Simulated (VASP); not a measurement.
A run of VASP 6.6.1 is set up as follows.

File INCAR:

```
SYSTEM = CuAu
PREC     = Accurate       ! precision mode
ENCUT    = 520            ! plane-wave cutoff, eV
EDIFF    = 1E-6           ! SCF threshold, eV
ISMEAR   = 0              ! smearing method
SIGMA    = 0.05           ! smearing width, eV
LREAL    = .False.        ! projectors in reciprocal space
LASPH    = .True.         ! aspherical terms in the spheres
NELM     = 80             ! most SCF steps
ALGO     = Normal         ! electronic algorithm
ISIF     = 2              ! what is computed and relaxed
LWAVE    = .False.        ! write WAVECAR
LCHARG   = .True.         ! write CHGCAR
GGA      = RP             ! functional
LELF     = .True.         ! ELF
LVHAR    = .True.
```

File CuAu.cif:

```cif
data_CuAu
_cell_length_a 2.81074946
_cell_length_b 2.81074946
_cell_length_c 3.68500000
_cell_angle_alpha 90.00000000
_cell_angle_beta 90.00000000
_cell_angle_gamma 90.00000000
_space_group_name_H-M_alt 'P4/mmm'
_space_group_name_Hall '-P 4 2'
_space_group_IT_number 123
loop_
_space_group_symop_operation_xyz
'x,y,z'
'-x,-y,-z'
'-y,x,z'
'y,-x,-z'
'-x,-y,z'
'x,y,-z'
'y,-x,z'
'-y,x,-z'
'x,-y,-z'
'-x,y,z'
'-y,-x,-z'
'y,x,z'
'-x,y,-z'
'x,-y,z'
'y,x,-z'
'-y,-x,z'
loop_
_atom_site_label
_atom_site_type_symbol
_atom_site_symmetry_multiplicity
_atom_site_Wyckoff_symbol
_atom_site_fract_x
_atom_site_fract_y
_atom_site_fract_z
_atom_site_occupancy
Au1 Au 1 a 0.0000000000 0.0000000000 0.0000000000 1
Cu1 Cu 1 d 0.5000000000 0.5000000000 0.5000000000 1
```

The input KPOINTS:

```
regular mesh
0
Gamma
  9 9 7
  0 0 0
```

Contents of POSCAR:

```
Au Cu
 1.0000000000000000
     2.8107494599999998    0.0000000000000000    0.0000000000000000
     0.0000000000000000    2.8107494599999998    0.0000000000000000
     0.0000000000000000    0.0000000000000000    3.6850000000000001
 Au  Cu 
   1   1
Cartesian
  0.0000000000000000  0.0000000000000000  0.0000000000000000
  1.4053747299999999  1.4053747299999999  1.8425000000000000
```

Potentials or basis: VASP PAW PBE potentials, release 64 (Au, Cu_pv).

Launch:

```bash
$ ase convert -i cif -o vasp CuAu.cif POSCAR
$ cat potpaw_PBE.64/Au/POTCAR potpaw_PBE.64/Cu_pv/POTCAR > POTCAR
$ mpirun -np 1 vasp_std > vasp.out
```

Problem. Estimate the band gap on the k mesh.

Solution. None (metal or under the smearing width).

Problem. What does it give for the pressure?

Solution. 7.7 GPa.

Stress tensor (GPa, compression positive):
```
7.88 0.00 0.00
0.00 7.88 0.00
0.00 0.00 7.24
```

Caveat: the PAW data sets were made with another functional, which shifts forces and pressure a little. The run has no spin-orbit coupling, so splittings on Au are missing.
